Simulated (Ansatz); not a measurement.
Wanted: the native input for an Ansatz 0.2.0 run.

* Task: single point
* Functional: PBE
* Potentials or basis: Ansatz PAW
* Cutoff: 420 eV (not typed: the program's choice for these potentials)
* k mesh: 11 × 11 × 11
* Occupations: fermi-dirac, width 0.05 eV
* Spin: collinear spin, ferromagnetic start
* Starting moments: [3.0, 0.0] μB

Crystal: FeO.

```
CELL_PARAMETERS angstrom
1.51768 0.87623 2.51579
-1.51768 0.87623 2.51579
0.00000 -1.75247 2.51579
ATOMIC_POSITIONS crystal
Fe 0.00000 0.00000 0.00000
O 0.50000 0.50000 0.50000
```

One way to write it, as run:

input.yaml

```yaml
crystal:
  lattice:
    - [1.51768211, 0.87623418, 2.51579458]
    - [-1.51768211, 0.87623418, 2.51579458]
    - [0.0, -1.75246835, 2.51579458]
  atoms:
    - { symbol: Fe, position: [0.0, 0.0, 0.0], spin: 3.0 }
    - { symbol: O, position: [0.5, 0.5, 0.5] }
hamiltonian:
  xc: pbe
  pseudopotentials: { kind: paw }
magnetization:
  spin_polarized: true
kpoints:
  mp_grid: { grid: [11, 11, 11] }
scf:
  occupations: { method: fermi_dirac, width: 0.05 }
output:
  forces: true
  stress: true
  eigenvalues: true
```

Potentials or basis: Ansatz PAW.

Run with:

```bash
$ ansatz run input.yaml --threads 2 --pin off --max-ram 5632MiB --backend cpu --events-out ev --progress --plain --runs-dir out
```

Results of the run:

* Pressure: -0.6 GPa
* Band gap on the k mesh: none (metal or under the smearing width)
* Net moment: 4.00 μB per cell
* Absolute moment: 4.01 μB per cell
* Site moments: Fe +3.45; O +0.32 μB

Caveat: the pressure holds a Pulay correction of +0.6 GPa for the finite cutoff; a cell with one magnetic atom can't hold antiferromagnetic order, which such compounds often take; semilocal functionals often make such compounds metallic where correlation or magnetic order opens a gap, which also shifts bond lengths.

Run time: 4.3 s on 2 threads of Arm Neoverse V2 (shared host), peak memory 0.36 GiB.
